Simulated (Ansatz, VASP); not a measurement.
## Rh: VASP beside Ansatz

```
CELL_PARAMETERS angstrom
4.81987 0.00000 0.00000
0.00000 4.81987 0.00000
0.00000 0.00000 4.81987
ATOMIC_POSITIONS crystal
Rh 0.00000 0.00000 0.00000
Rh 0.50000 0.50000 0.50000
Rh 0.25000 0.00000 0.50000
Rh 0.75000 0.00000 0.50000
Rh 0.50000 0.25000 0.00000
Rh 0.50000 0.75000 0.00000
Rh 0.00000 0.50000 0.25000
Rh 0.00000 0.50000 0.75000
```

Alike in both runs: functional PBEsol; k mesh 6 × 6 × 6; occupations fermi-dirac, width 0.1 eV; no spin polarisation.

Ansatz relaxed the structure, and its values are those at the end. VASP's run is a single point on that final structure, the one shown.

|  | VASP | Ansatz |
| --- | --- | --- |
| version | VASP 6.6.1 | Ansatz 0.2.0 |
| potentials or method | VASP PAW PBE potentials, release 64 (Rh_pv) | plane waves (420 eV) with PAW, scalar-relativistic |
| plane-wave cutoff (eV) | 520 | 420 |
| valence electrons in the cell | 120 | 136 |

```csv
,VASP,Ansatz,Ansatz less VASP
pressure (GPa),-0.1,0.0,+0.05
```

The two sets of potentials don't hold the same shells in valence. Ansatz warned: «pseudo_functional_mismatch».

Caveats: the PAW data sets were made with another functional, which shifts forces and pressure a little (VASP).
